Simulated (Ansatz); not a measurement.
# Stability checks on a candidate for TiAl

The cell was relaxed from a distorted copy of a database structure.

All numbers below come from DFT PBE, scalar-relativistic, plane waves, PAW (Ansatz 0.2.0). Settings of the last relaxation (2-atom cell): 420 eV, 20×20×14 k points, Gaussian smearing of 0.10 eV, no spin polarisation.

```
CELL_PARAMETERS angstrom
2.82327 0.00000 0.00000
0.00000 2.82327 0.00000
0.00000 0.00000 4.07380
ATOMIC_POSITIONS crystal
Ti 0.00000 0.00000 0.00000
Al 0.50000 0.50000 0.50000
```

The zero of energy is the elements' standard structures at the same level; no fitted shifts are applied.

Task: These tests were run: energy against the elements; random kick, then relaxation without symmetry; phonons at Γ. What do they show?

Result:

| test | result |
| --- | --- |
| energy against the elements | −0.40 eV/atom |
| random kick, then relaxation without symmetry | returns |
| phonons at Γ | lowest optical mode 260 cm⁻¹ |

It fails none of these tests. Competing phases weren't compared here. Phonons away from Γ weren't computed.

The kick test ran on a coarse mesh. The run for the phonons used a 20×20×14 k mesh and Fermi–Dirac smearing of 0.15 eV.
